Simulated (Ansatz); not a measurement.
**Random displacements in BN**

Theory: DFT PBE+D3(BJ), scalar-relativistic, plane waves, PAW (Ansatz). Cutoff 420 eV, Γ-centred 12×12×4 k-points, Gaussian smearing of 0.05 eV. No spin polarisation. Energies are free energies at this smearing, counted from the undisturbed cell; pressure is positive in compression.

The starting cell (relaxed at this level):

```xyz
4
Lattice="2.5064 0.0000 0.0000 -1.2532 2.1706 0.0000 0.0000 0.0000 6.6168" Properties=species:S:1:pos:R:3 pbc="T T T"
B     0.0000    1.4471    1.6542
B     1.2532    0.7235    4.9626
N     0.0000    1.4471    4.9626
N     1.2532    0.7235    1.6542
```

The atoms are displaced (Å, in the unstrained cell):

```
atom ux uy uz
  B1   0.032   0.018  -0.180
  B2   0.112   0.081   0.086
  N3  -0.062  -0.013   0.070
  N4  -0.082  -0.085   0.024
```

Strain (Voigt, engineering shear): (-0.0590, -0.0869, 0.0121, -0.0677, -0.0303, 0.0018).

(1) What are the energy change, the stress and the forces?

Results:

(1) ΔE = 1018.6 meV/atom; stress (xx, yy, zz, yz, xz, xy; compression positive) (124.81, 152.82, -2.65, 2.79, 0.88, 16.46) GPa; gap on the mesh 2.19 eV.
```tsv
atom	Fx (eV/Å)	Fy	Fz
B1	-4.48	-8.51	1.84
B2	-15.32	-8.02	0.27
N3	15.32	7.99	-0.36
N4	4.48	8.53	-1.75
```

Cost: 1 run of about 0.41 core-minutes, on Intel Xeon Processor @ 2.50GHz (Skylake/Cascade Lake) (shared hosts).